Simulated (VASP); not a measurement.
# C in VASP: settings compared, part 4 of 4

VASP 6.6.1.

## (5) Relaxation of cell and atoms, rev-vdW-DF2

This run uses another cell than the first one, of 28.80 Å³/atom, 0.998 times its volume.

Contents of INCAR:

```
SYSTEM = C
AGGAC = 0.0
ALGO = Normal
EDIFF = 1E-7
EDIFFG = -0.005
ENCUT = 600
GGA = MK
IBRION = 2
ISIF = 3
ISMEAR = 0
LASPH = .True.
LATTICE_CONSTRAINTS = .TRUE. .TRUE. .FALSE.
LCHARG = .False.
LREAL = .False.
LUSE_VDW = .True.
LWAVE = .False.
NELM = 80
NSW = 90
PARAM1 = 0.1234
PARAM2 = 0.711357
PREC = Accurate
SIGMA = 0.03
ZAB_VDW = -1.8867
```

Contents of KPOINTS:

```
k-points
0
Gamma
  15 15 1
  0 0 0
```

Contents of POSCAR:

```
C                                       
1.0
    2.4645858827      0.0000000000      0.0000000000
   -1.2322929413      2.1343939845      0.0000000000
    0.0000000000      0.0000000000     21.9015365000
  C             
     4
Direct
     0.0000000000000000    0.0000000000000000    0.4236382901213592
     0.6666666699999979    0.3333333400000029    0.4235890573687313
     0.0000000000000000    0.0000000000000000    0.5763617098786408
     0.3333333300000021    0.6666666599999971    0.5764109426312688
```

Potentials or basis: VASP PAW PBE potentials, release 64 (C).

The run is started by

```sh
cat potpaw_PBE.64/C/POTCAR > POTCAR
mpirun -np 1 vasp_std > vasp.out
```

OUTCAR:

```text
SYSTEM = C
   EDIFF = 1E-7
   EDIFFG = -0.005
   ENCUT = 600
   GGA = MK
   IBRION = 2
   ISIF = 3
   ISMEAR = 0
   LASPH = .True.
   LREAL = .False.
   NELM = 80
   NSW = 90
   PREC = Accurate

 ion  position               nearest neighbor table
   1  0.000  0.000  0.424-   2 1.42   2 1.42   2 1.42
   2  0.667  0.333  0.424-   1 1.42   1 1.42   1 1.42
   3  0.000  0.000  0.576-   4 1.42   4 1.42   4 1.42
   4  0.333  0.667  0.576-   3 1.42   3 1.42   3 1.42

  LATTYP: Found a hexagonal cell.
 ALAT       =     2.4645858827
 C/A-ratio  =     8.8864975872

  Lattice vectors:

 A1 = (   2.4645858827,   0.0000000000,   0.0000000000)
 A2 = (  -1.2322929413,   2.1343939845,   0.0000000000)
 A3 = (   0.0000000000,   0.0000000000,  21.9015365000)
[... 271 lines left out ...]
  free energy    TOTEN  =       -33.03658350 eV

  energy without entropy =      -33.03628259  energy(sigma->0) =      -33.03643304

 E-fermi :  -1.6689     XC(G=0):  -3.7890

 val. band max:       -1.6688818487   @ k =   0.3333   0.3333   0.0000
 cond. band min:      -1.6688818256   @ k =   0.3333   0.3333   0.0000
 fundamental gap:      0.0000000231
 Fermi energy:        -1.6688818371

 k-point     1 :       0.0000    0.0000    0.0000
  band No.  band energies     occupation
      1     -21.1904      2.00000
      2     -21.0312      2.00000
      3      -9.7939      2.00000
      4      -8.7743      2.00000
      5      -4.7501      2.00000
      6      -4.7501      2.00000
      7      -4.7405      2.00000
      8      -4.7405      2.00000
      9       1.4042      0.00000
     10       1.8023      0.00000
     11       2.8653      0.00000
     12       3.6223      0.00000
[... 331 lines left out ...]
 k-point    24 :       0.4000    0.2000    0.0000
  band No.  band energies     occupation
      1     -15.3043      2.00000
      2     -15.2483      2.00000
      3     -14.3225      2.00000
      4     -14.2867      2.00000
      5     -10.5247      2.00000
      6     -10.4707      2.00000
      7      -3.3701      2.00000
      8      -3.0053      2.00000
      9      -0.3880      0.00000
     10      -0.2970      0.00000
     11       8.9167      0.00000
     12       9.2449      0.00000

 [... further k-points ...]
[... 5 lines left out ...]
  --------------------------------------------------------------------------------------
  -------------------------------------------------------------------------------------
  Total        0.0096659      0.0096659     -0.0892465      0.0000000      0.0000000      0.0000000
  in kB        0.1344447      0.1344447     -1.2413469      0.0000000      0.0000000      0.0000000
  external PRESSURE =      -0.3241525 kB  Pullay stress =       0.0000000 kB
[... 23 lines left out ...]
  energy  without entropy=      -33.0362825939  energy(sigma->0) =      -33.03643304

Total vdW correction in eV:      2.3296144

 reached required accuracy - stopping structural energy minimisation
```

OSZICAR:

```text
N       E                     dE             d eps       ncg     rms          rms(c)
DAV:   1     0.137431098526E+03    0.13743E+03   -0.71135E+03   648   0.118E+03
DAV:   2    -0.201050596130E+02   -0.15754E+03   -0.14252E+03  1068   0.228E+02
DAV:   3    -0.351112849517E+02   -0.15006E+02   -0.14912E+02   796   0.871E+01
[... 27 lines left out ...]
       N       E                     dE             d eps       ncg     rms          rms(c)
DAV:   1    -0.330365840711E+02   -0.53546E-05   -0.26556E-04   712   0.158E-01    0.527E-03
DAV:   2    -0.330365838411E+02    0.22995E-06   -0.20103E-06   720   0.129E-02    0.360E-03
DAV:   3    -0.330365834555E+02    0.38564E-06   -0.28116E-07   572   0.481E-03    0.259E-04
DAV:   4    -0.330365834950E+02   -0.39562E-07   -0.29216E-08   464   0.163E-03
   3 F= -.33036583E+02 E0= -.33036433E+02  d E =-.380326E-05
```

CONTCAR:

```text
C
   1.00000000000000
     2.4643456959748216   -0.0000000000000056    0.0000000000000000
    -1.2321728479374208    2.1341859766942668    0.0000000000000000
     0.0000000000000000    0.0000000000000000   21.9015364999999989
  C
     4
Direct
     0.0000000000000000    1.0000000000000000    0.4236345944597038
     0.6666666699999979    0.3333333400000029    0.4235982133572777
     0.0000000000000000    0.0000000000000000    0.5763654055402962
     0.3333333300000021    0.6666666599999971    0.5764017866427223

  0.00000000E+00  0.00000000E+00  0.00000000E+00
  0.00000000E+00  0.00000000E+00  0.00000000E+00
  0.00000000E+00  0.00000000E+00  0.00000000E+00
  0.00000000E+00  0.00000000E+00  0.00000000E+00
```

Run time: 7.1 min. Hardware: 1 thread of Intel Xeon Platinum 8259CL at 2.50GHz (Skylake/Cascade Lake), shared host; peak memory 0.62 GiB.

What came out:

```
Free energy                            : -33.0366 eV
Relaxed volume                         : 28.80 Å³/atom
Relaxed cell                           : a = 2.464 Å, b = 2.464 Å, c = 21.902 Å, α = 90.00°, β = 90.00°, γ = 120.00°
Space group after relaxing (to 0.05 Å) : P-3m1 (No. 164)
Energy gained by relaxing              : 0.0 meV/atom
Ionic steps                            : 3
Largest force after relaxing           : 0.004 eV/Å
Band gap on the k mesh                 : none (metal or under the smearing width)
```

Forces in eV/Å, atoms in the order of the input:
```
C    0.000  0.000  0.001
C    0.000  0.000  0.004
C    0.000  0.000 -0.001
C    0.000  0.000 -0.004
```

Final structure:
```cif
data_structure
_symmetry_space_group_name_H-M 'P 1'
_symmetry_Int_Tables_number 1
_cell_length_a 2.4643
_cell_length_b 2.4643
_cell_length_c 21.9015
_cell_angle_alpha 90.000
_cell_angle_beta 90.000
_cell_angle_gamma 120.000
_cell_volume 115.19
loop_
_atom_site_label
_atom_site_type_symbol
_atom_site_fract_x
_atom_site_fract_y
_atom_site_fract_z
_atom_site_occupancy
C1 C 0.00000 0.00000 0.42363 1
C2 C 0.66667 0.33333 0.42360 1
C3 C 0.00000 0.00000 0.57637 1
C4 C 0.33333 0.66667 0.57640 1
```

Levels at points of the mesh, in eV from the Fermi level:
| k point | band 4 | band 5 | band 6 | band 7 | band 8 | band 9 | band 10 | band 11 | band 12 |
| --- | --- | --- | --- | --- | --- | --- | --- | --- | --- |
| (0.00, 0.00, 0.00) | -7.11 | -3.08 | -3.08 | -3.07 | -3.07 | 3.07 | 3.47 | 4.53 | 5.29 |

Caveat: the PAW data sets were made with another functional, which shifts forces and pressure a little.

## (6) Relaxation of cell and atoms, PBE

Contents of INCAR:

```
SYSTEM = C
PREC     = Accurate       ! precision mode
ENCUT    = 600            ! plane-wave cutoff, eV
EDIFF    = 1E-6           ! SCF threshold, eV
ISMEAR   = 0              ! smearing method
SIGMA    = 0.03           ! smearing width, eV
LREAL    = .False.        ! projectors in reciprocal space
LASPH    = .True.         ! aspherical terms in the spheres
NELM     = 80             ! most SCF steps
ALGO     = Normal         ! electronic algorithm
ISIF     = 3              ! what is computed and relaxed
LWAVE    = .False.        ! write WAVECAR
LCHARG   = .False.        ! write CHGCAR
GGA      = PE             ! functional
IBRION   = 2              ! ionic algorithm
NSW      = 90             ! ionic steps
EDIFFG   = -0.01          ! ionic threshold
LATTICE_CONSTRAINTS= .TRUE. .TRUE. .FALSE.
```

Contents of KPOINTS:

```
Automatic mesh
0
Gamma
  15 15 1
  0 0 0
```

Contents of POSCAR:

```
C
1.0
    2.4672912600      0.0000000000      0.0000000000
   -1.2336456300      2.1367369100      0.0000000000
    0.0000000000      0.0000000000     21.9015365000
C
4
Direct
    0.0000000000      0.0000000000      0.4109300700
    0.6666666700      0.3333333400      0.4109300700
    0.0000000000      0.0000000000      0.5890699300
    0.3333333300      0.6666666600      0.5890699300
```

Potentials or basis: VASP PAW PBE potentials, release 64 (C).

The run is started by

```sh
cat potpaw_PBE.64/C/POTCAR > POTCAR
mpirun -np 1 vasp_std > vasp.out
```

Run time: 2 min. Hardware: 1 thread of AMD EPYC 7R43 (Zen 3), shared host; peak memory 0.21 GiB.

It converged, with:

* Free energy: -36.9076 eV
* Relaxed volume: 28.85 Å³/atom
* Relaxed cell: a = 2.467 Å, b = 2.467 Å, c = 21.902 Å, α = 90.00°, β = 90.00°, γ = 120.00°
* Space group after relaxing (to 0.05 Å): P-3m1 (No. 164)
* Energy gained by relaxing: 0.0 meV/atom
* Ionic steps: 3
* Largest force after relaxing: 0.008 eV/Å
* Band gap on the k mesh: none (metal or under the smearing width)

Forces in eV/Å, atoms in the order of the input:
```
C    0.000  0.000 -0.005
C    0.000  0.000 -0.008
C    0.000  0.000  0.005
C    0.000  0.000  0.008
```

Final structure:
```cif
data_structure
_symmetry_space_group_name_H-M 'P 1'
_symmetry_Int_Tables_number 1
_cell_length_a 2.4668
_cell_length_b 2.4668
_cell_length_c 21.9015
_cell_angle_alpha 90.000
_cell_angle_beta 90.000
_cell_angle_gamma 120.000
_cell_volume 115.42
loop_
_atom_site_label
_atom_site_type_symbol
_atom_site_fract_x
_atom_site_fract_y
_atom_site_fract_z
_atom_site_occupancy
C1 C 0.00000 0.00000 0.41093 1
C2 C 0.66667 0.33333 0.41092 1
C3 C 0.00000 0.00000 0.58907 1
C4 C 0.33333 0.66667 0.58908 1
```

Levels at points of the mesh, in eV from the Fermi level:
```csv
k point,band 5,band 6,band 7,band 8,band 9,band 10,band 11,band 12
"(0.00, 0.00, 0.00)",-3.04,-3.04,-3.04,-3.04,3.29,3.74,4.42,5.36
```

## (7) Summary

```tsv
level	gap on the mesh (eV)	relaxed volume (Å³/atom)
PBE+D3(BJ)	none	28.83
rev-vdW-DF2	none	28.80
PBE	none	28.85
```

Alike in all rows: task relaxation of cell and atoms; potentials or basis VASP PAW PBE potentials, release 64 (C); no spin polarisation; cell relaxed; k mesh 15 × 15 × 1; cutoff (eV) 600; smearing gaussian 0.03 eV.

Caveats: the PAW data sets were made with another functional, which shifts forces and pressure a little (some runs).

Absolute energies hang on the potentials; compare differences alone.
